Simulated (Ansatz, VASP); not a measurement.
# Ta in VASP and in Ansatz

INCAR

```
SYSTEM = Ta
ALGO = Normal
EDIFF = 1E-6
ENCUT = 520
GGA = RE
ISIF = 2
ISMEAR = -1
LASPH = .True.
LCHARG = .False.
LREAL = .False.
LWAVE = .False.
NBANDS = 18
NELM = 60
PREC = Accurate
SIGMA = 0.1
```

File KPOINTS:

```
k-points
0
Gamma
  14 14 7
  0 0 0
```

POSCAR

```
Ta
1.0
    2.8727232464      0.0000000000      0.0000000000
   -1.4363616232      2.4878513094      0.0000000000
    0.0000000000      0.0000000000      5.0987480805
Ta
2
Direct
    0.3333333333      0.6666666667      0.2500000000
    0.6666666667      0.3333333333      0.7500000000
```

Input for Ansatz:

```yaml
crystal:
  lattice:
    - [2.8727232464, 0.0, 0.0]
    - [-1.4363616232, 2.4878513094, 0.0]
    - [0.0, 0.0, 5.0987480805]
  atoms:
    - { symbol: Ta, position: [0.3333333333, 0.6666666667, 0.25] }
    - { symbol: Ta, position: [0.6666666667, 0.3333333333, 0.75] }
hamiltonian:
  xc: revpbe
  pseudopotentials:
    kind: paw
    azcp:
      Ta: "pseudopotentials/Ta.paw.azcp"
basis:
  ecutwfc: 420
  fft_grid_basis: typed
kpoints:
  mp_grid: { grid: [14, 14, 7], shift: [0, 0, 0] }
magnetization:
  spin_polarized: false
scf:
  occupations: { method: fermi_dirac, width: 0.1 }
  lower_state_search: "off"
output:
  stress: true
```

Alike in both runs: task single point; functional revPBE; k mesh 14 × 14 × 7; occupations fermi-dirac, width 0.1 eV; no spin polarisation.

|  | VASP | Ansatz |
| --- | --- | --- |
| version | VASP 6.6.1 | Ansatz 0.2.0 |
| potentials or method | VASP PAW PBE potentials, release 64 (Ta_pv) | plane waves (420 eV) with PAW, scalar-relativistic |
| plane-wave cutoff (eV) | 520 | 420 |
| valence electrons in the cell | 22 | 26 |

VASP gave:

* pressure (GPa): 8.4
* largest component of the traceless stress (GPa): 0.98

Q: Which values does Ansatz return?

A: Pressure (GPa): 8.3; largest component of the traceless stress (GPa): 0.99.

The two sets of potentials don't hold the same shells in valence.

Caveats: the PAW data sets were made with another functional, which shifts forces and pressure a little (VASP). Spin-orbit coupling is left out, which matters for the levels of Ta.
